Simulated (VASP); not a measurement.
Input of a VASP 6.6.1 run:

INCAR

```
SYSTEM = SiMo3
PREC = Normal
ENCUT = 520
EDIFF = 1E-4
ISMEAR = 0
SIGMA = 0.15
LREAL = .False.
LASPH = .True.
NELM = 60
ALGO = Fast
ISIF = 3
LWAVE = .False.
LCHARG = .False.
GGA = PE
IBRION = 2
NSW = 24
EDIFFG = -0.08
KPAR = 2
```

File KPOINTS:

```
Automatic mesh
0
Gamma
  4 4 4
  0 0 0
```

File POSCAR:

```
SiMo3
1.0
    0.0000000000      4.2729232700      4.2729232700
    4.2729232700      0.0000000000      4.2729232700
    4.2729232700      4.2729232700      0.0000000000
Si Mo
2 6
Direct
    0.0000000000      0.0000000000      0.0000000000
    0.5000000000      0.5000000000      0.5000000000
    0.2758278000      0.7241722000      0.7241722000
    0.7241722000      0.2758278000      0.2758278000
    0.7241722000      0.2758278000      0.7241722000
    0.2758278000      0.7241722000      0.2758278000
    0.7241722000      0.7241722000      0.2758278000
    0.2758278000      0.2758278000      0.7241722000
```

Potentials or basis: VASP PAW PBE potentials, release 64 (Si, Mo_sv).

Command:

```console
$ cat potpaw_PBE.64/Si/POTCAR potpaw_PBE.64/Mo_sv/POTCAR > POTCAR
$ mpirun -np 2 vasp_std > vasp.out
```

Predict the relaxed cell.

a = 6.431 Å, b = 6.431 Å, c = 6.431 Å, α = 60.00°, β = 60.00°, γ = 60.00°.

Estimate the band gap on the k mesh.

none (metal or under the smearing width).

Forces in eV/Å, atoms in the order of the input:
```
Si   0.000  0.000  0.000
Si   0.000  0.000  0.000
Mo  -0.024  0.000  0.000
Mo   0.024  0.000  0.000
Mo   0.000 -0.024  0.000
Mo   0.000  0.024  0.000
Mo   0.000  0.000 -0.024
Mo   0.000  0.000  0.024
```
